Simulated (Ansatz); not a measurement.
Generalised stacking fault in Mo

Level of theory: Ansatz 0.2.0, DFT PBEsol, scalar-relativistic, plane waves, PAW. Settings: plane waves to 420 eV, k-mesh 18×18×6 (Γ-centred), Gaussian smearing 0.15 eV. No spin polarisation. Energies are free energies at this smearing, counted from the undisturbed cell; pressure is positive in compression.

Zero of the scan (as given, not relaxed at this level; it stands at -3.2 GPa):

```
CELL_PARAMETERS angstrom
-1.57100 1.57100 -1.57100
-1.57100 -1.57100 1.57100
0.00000 6.28400 6.28400
ATOMIC_POSITIONS crystal
Mo 0.00000 0.00000 0.87500
Mo 0.50000 0.50000 0.12500
Mo 0.00000 0.00000 0.37500
Mo 0.50000 0.50000 0.62500
```

The cut lies on the cell's a–b face, a (0 1 1) plane (indices in the standard cell, whose axes needn't be the Cartesian ones shown) of area 6.98 Å², between layers 2.22 Å apart. Vector c is tilted by f times 1·a − 1·b (length 4.443 Å) with the atoms' Cartesian places fixed: one unrelaxed fault a cell. The cell is metallic on the mesh throughout.

Over the sampled range (0.0000 to 0.5000), is the undisturbed cell the lowest point?

Yes, every other sampled point lies higher.

The scan:

```tsv
f	γ (mJ/m²)
0.0000	0
0.0833	442
0.1667	1166
0.2500	1437
0.3333	2001
0.4167	2970
0.5000	3438
```